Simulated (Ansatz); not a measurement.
Equation of state of KCl

```cif
data_structure
_symmetry_space_group_name_H-M 'Fm-3m'
_symmetry_Int_Tables_number 225
_cell_length_a 6.3122
_cell_length_b 6.3122
_cell_length_c 6.3122
_cell_angle_alpha 90.000
_cell_angle_beta 90.000
_cell_angle_gamma 90.000
_cell_volume 251.50
loop_
_atom_site_label
_atom_site_type_symbol
_atom_site_symmetry_multiplicity
_atom_site_Wyckoff_symbol
_atom_site_fract_x
_atom_site_fract_y
_atom_site_fract_z
_atom_site_occupancy
K1 K 4 a 0.00000 0.00000 0.00000 1
Cl1 Cl 4 b 0.50000 0.00000 0.00000 1
```

The runs use the primitive cell with vectors (0.000, 3.156, 3.156), (3.156, 0.000, 3.156), (3.156, 3.156, 0.000) Å, to which the k mesh refers.

The cell is a measured one (Crystallography Open Database entry 9003114); the temperature and pressure of the measurement aren't taken into account, and nothing was relaxed.

Levels of theory: DFT, PBEsol, all-electron LAPW, scalar-relativistic (Ansatz 0.2.0); DFT, PBEsol, PAW with Ansatz's default frozen-core files, scalar-relativistic (Ansatz 0.2.0).

For LAPW: a Γ-centred 7×7×7 k mesh, Fermi–Dirac smearing of 0.03 eV, basis error target 0.5 meV/atom, no spin polarisation. PAW takes a cutoff of 420 eV at this cell (files made with PBE, cores remade for this functional). The Ansatz runs share mesh, smearing and spin set-up. Plane-wave (PAW) pressures include the program's estimate of the Pulay term.

The cell above is scaled evenly, with fractional coordinates and shape held.

| V/V(cell) | V (Å³/atom) | P, LAPW (GPa) | P, PAW (GPa) | gap on the k mesh, LAPW (eV) | free energy over the lowest listed, PAW (meV/atom) |
| --- | --- | --- | --- | --- | --- |
| 0.9400 | 29.552 | 0.58 | 0.58 | 5.20 | 1.4 |
| 0.9600 | 30.180 | 0.15 | 0.15 | 5.13 | 0.0 |
| 0.9800 | 30.809 | -0.23 | -0.22 | 5.06 | 0.2 |
| 0.9900 | 31.123 | -0.40 | -0.40 | 5.03 | 0.8 |
| 1.0000 | 31.438 | -0.56 | -0.56 | 5.00 | 1.7 |
| 1.0100 | 31.752 | -0.71 | -0.71 | 4.97 | 2.9 |
| 1.0200 | 32.067 | -0.85 | -0.85 | 4.94 | 4.5 |
| 1.0400 | 32.695 | -1.11 | -1.11 | 4.88 | 8.3 |
| 1.0600 | 33.324 | -1.34 | -1.34 | 4.82 | 13.1 |

What do Birch–Murnaghan fits to the pressures give?

LAPW: V0 = 30.42 Å³/atom, B0 = 18 GPa, B0′ = 5.0; PAW: V0 = 30.43 Å³/atom, B0 = 18 GPa, B0′ = 5.0.

PAW's V0 lies 0.01 % from the all-electron value and its B0 0.0 %. Symmetry fixes shape and coordinates here, so this is the relaxed modulus.
